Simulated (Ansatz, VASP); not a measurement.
# WSe4: VASP beside Ansatz

```
CELL_PARAMETERS angstrom
4.90433 0.00000 0.00000
0.00000 4.90433 0.00000
0.00000 0.00000 4.90433
ATOMIC_POSITIONS crystal
W 0.50000 0.50000 0.50000
Se 0.00000 0.00000 0.00000
Se 0.00000 0.50000 0.50000
Se 0.50000 0.00000 0.50000
Se 0.50000 0.50000 0.00000
```

Alike in both runs: functional PBE; k mesh 4 × 4 × 4; occupations gaussian, width 0.1 eV; collinear spin.

Ansatz relaxed the structure, and its values are those at the end. VASP's run is a single point on that final structure, the one shown.

|  | VASP | Ansatz |
| --- | --- | --- |
| version | VASP 6.6.1 | Ansatz 0.2.0 |
| potentials or method | VASP PAW PBE potentials, release 64 (W_sv, Se) | scalar-relativistic, plane waves, PAW |
| plane-wave cutoff (eV) | 520 | 420 |
| valence electrons in the cell | 38 | 78 |

|  | VASP | Ansatz | Ansatz less VASP |
| --- | --- | --- | --- |
| gap on the k mesh at the Fermi level (eV) | none | none | - |
| pressure (GPa) | 0.1 | -0.1 | -0.14 |
| net moment per atom (μB) | 0.00 | 0.00 | 0.000 |

A gap of «none» marks a metal or a gap that the smearing closes. The two sets of potentials don't hold the same shells in valence. Ansatz warned: «no_starting_moments».

The runs have no spin-orbit coupling, so splittings on W are missing.
